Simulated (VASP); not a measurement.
**Ca: equation of state with PBE**

Ca:

```
CELL_PARAMETERS angstrom
3.48866 0.00000 0.00000
0.00000 3.48866 0.00000
0.00000 0.00000 3.48866
ATOMIC_POSITIONS crystal
Ca 0.00000 0.00000 0.00000
```

This isn't the form of Ca at room conditions, which is fcc.

```yaml
Program: VASP 6.6.1
Task: equation of state
Functional: PBE
Potentials_or_basis: VASP PAW PBE potentials, release 64 (Ca_sv)
Cutoff: 520 eV
k_mesh: 8 × 8 × 8
Occupations: fermi-dirac, width 0.05 eV
Spin: no spin polarisation
Further_INCAR_settings: ALGO = Normal; EDIFF = 1e-07; NBANDS = 11
```

```yaml
Equilibrium_volume: "44.33 Å³/atom (rough: see the caveat)"
Bulk_modulus: 9.8 GPa (rough)
```

Energy against volume, from the lowest point:
| volume (Å³/atom) | energy (meV/atom) |
| --- | --- |
| 39.912 | 14.81 |
| 40.761 | 9.47 |
| 41.610 | 5.42 |
| 42.459 | 2.53 |
| 43.309 | 0.73 |
| 44.158 | 0.00 |
| 45.007 | 0.31 |

All runs of the series together: 120 s on 1 thread of AMD EPYC 7R43 64-Core Processor (Zen 3), on a shared host.

Caveat: the fit is doubtful: noisy points or a state that changes with volume.
